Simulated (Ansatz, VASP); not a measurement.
**One calculation of HfO2, two programs**

INCAR

```
PREC     = Accurate       # precision mode
ENCUT    = 520            # plane-wave cutoff, eV
EDIFF    = 1E-6           # SCF threshold, eV
ISMEAR   = 0              # smearing method
SIGMA    = 0.05           # smearing width, eV
LREAL    = False          # projectors in reciprocal space
LASPH    = True           # aspherical terms in the spheres
NELM     = 100            # most SCF steps
ALGO     = Normal         # electronic algorithm
ISIF     = 2              # what is computed and relaxed
LWAVE    = False          # write WAVECAR
LCHARG   = True           # write CHGCAR
GGA      = PE             # functional
LELF     = True           # ELF
LVHAR    = True         
NBANDS   = 18             # bands
```

Contents of KPOINTS:

```
Automatic mesh
0
Gamma
  8 8 8
```

File POSCAR:

```
HfO2
1.0
    0.0000000000      2.4850856172      2.6762460493
    2.4850856172      0.0000000000      2.6762460493
    2.4850856172      2.4850856172      0.0000000000
Hf O
1 2
Direct
    0.0000000000      0.0000000000      0.0000000000
    0.2500000000      0.2500000000      0.2500000000
    0.7500000000      0.7500000000      0.7500000000
```

Input for Ansatz:

```yaml
crystal:
  lattice:
    - [0.0, 2.4850856172, 2.6762460493]
    - [2.4850856172, 0.0, 2.6762460493]
    - [2.4850856172, 2.4850856172, 0.0]
  atoms:
    - { symbol: Hf, position: [0.0, 0.0, 0.0] }
    - { symbol: O, position: [0.25, 0.25, 0.25] }
    - { symbol: O, position: [0.75, 0.75, 0.75] }
basis:
  ecutwfc: 420
kpoints:
  mp_grid: { grid: [8, 8, 8] }
hamiltonian:
  xc: pbe
scf:
  occupations: { method: gaussian, width: 0.05 }
output:
  forces: true
  stress: true
  eigenvalues: true
```

Change from the starting cell: strain -0.025 along x and y, +0.050 along z, atoms carried along.

Alike in both runs: task single point; functional PBE; k mesh 8 × 8 × 8; occupations gaussian, width 0.05 eV; no spin polarisation.

```csv
,VASP,Ansatz
version,VASP 6.6.1,Ansatz 0.2.0
potentials or method,"VASP PAW PBE potentials, release 64 (Hf_pv, O)","scalar-relativistic, plane waves, PAW"
plane-wave cutoff (eV),520,420
valence electrons in the cell,22,38
```

```tsv
	VASP	Ansatz	Ansatz less VASP
gap on the k mesh at the Fermi level (eV)	2.89	2.89	+0.005
least direct gap on the mesh (eV)	3.22	3.22	-0.002
pressure (GPa)	-3.0	0.6	+3.59
largest component of the traceless stress (GPa)	23.07	22.67	-0.403
```

The two sets of potentials don't hold the same shells in valence.

Caveats: spin-orbit coupling is left out, which moves the levels of the heavy elements. A k mesh can miss the band edges.
